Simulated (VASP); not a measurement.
The system is Ge.

```xyz
2
Lattice="0.0000 2.8289 2.8289 2.8289 0.0000 2.8289 2.8289 2.8289 0.0000" Properties=species:S:1:pos:R:3 pbc="T T T"
Ge    4.2434    4.2434    4.2434
Ge    2.8289    2.8289    2.8289
```

Program: VASP 6.6.1. Alike in all runs: no spin polarisation; cell as given; k mesh 8 × 8 × 8.

Question: Order these runs on this cell by their pressure, lowest first.
A. level BLYP; potentials or basis VASP PAW PBE potentials, release 64 (Ge_d); cutoff (eV) 520; smearing fermi-dirac 0.05 eV
B. level revTPSS; potentials or basis VASP PAW PBE potentials, release 64 (Ge_d); cutoff (eV) 520; smearing fermi-dirac 0.05 eV
C. level r2SCAN; potentials or basis VASP PAW PBE potentials, release 64 (Ge_h); cutoff (eV) 900; smearing gaussian 0.05 eV
D. level MS2; potentials or basis VASP PAW PBE potentials, release 64 (Ge_d); cutoff (eV) 520; smearing fermi-dirac 0.05 eV
E. level PBE; potentials or basis VASP PAW PBE potentials, release 64 (Ge_d); cutoff (eV) 520; smearing gaussian 0.017 eV

Answer: B (-3.6 GPa), D (-0.8 GPa), C (0.8 GPa), E (3.5 GPa), A (7.6 GPa).

Caveats: the PAW data sets were made with another functional, which shifts forces and pressure a little (some runs).

Not every run made on this cell is shown here.
